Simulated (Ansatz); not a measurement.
Point defect: Te vacancy in BiTe

Method: Ansatz 0.2.0, DFT PBE, scalar-relativistic, plane waves, PAW. Run with 420 eV cutoff, 3×3×3 k-mesh, Gaussian smearing of 0.10 eV, no spin polarisation.

Host crystal, relaxed:

```cif
data_structure
_symmetry_space_group_name_H-M 'P 1'
_symmetry_Int_Tables_number 1
_cell_length_a 4.5979
_cell_length_b 4.5979
_cell_length_c 4.5979
_cell_angle_alpha 60.000
_cell_angle_beta 60.000
_cell_angle_gamma 60.000
_cell_volume 68.73
loop_
_atom_site_label
_atom_site_type_symbol
_atom_site_fract_x
_atom_site_fract_y
_atom_site_fract_z
_atom_site_occupancy
Bi1 Bi 0.00000 0.00000 0.00000 1
Te1 Te 0.50000 0.50000 0.50000 1
```

Supercell of 32 atoms, rows in host cell vectors: 1 1 -3; 1 1 1; 1 -3 1. Atoms relax at the host's cell, keeping the symmetry that the supercell leaves at the site. The cell is small, so energies carry finite-size errors of tenths of an eV. The host is a metal. Atoms are taken from and returned to the elements' standard states.

Spin-orbit coupling is left out, which matters for the bands and energies of heavy elements.

Defect: Te vacancy set at (0.500, 0.500, 0.500) of the host cell. In charge 0 some atom moved by up to 1.0 Å, so the relaxed defect can differ in kind from the start. Before relaxation its nearest neighbours are 6 Bi at 3.25 Å.

| charge | E_f at the valence band top (eV) | moment (μB) | largest move (Å) | atoms near the site |
| --- | --- | --- | --- | --- |
| 0 | -1.32 | 0.00 | 0.98 | 6 Bi at 2.27 Å |

Cost: 2 runs of about 27 core-minutes in all, on Arm Neoverse V2 (shared hosts).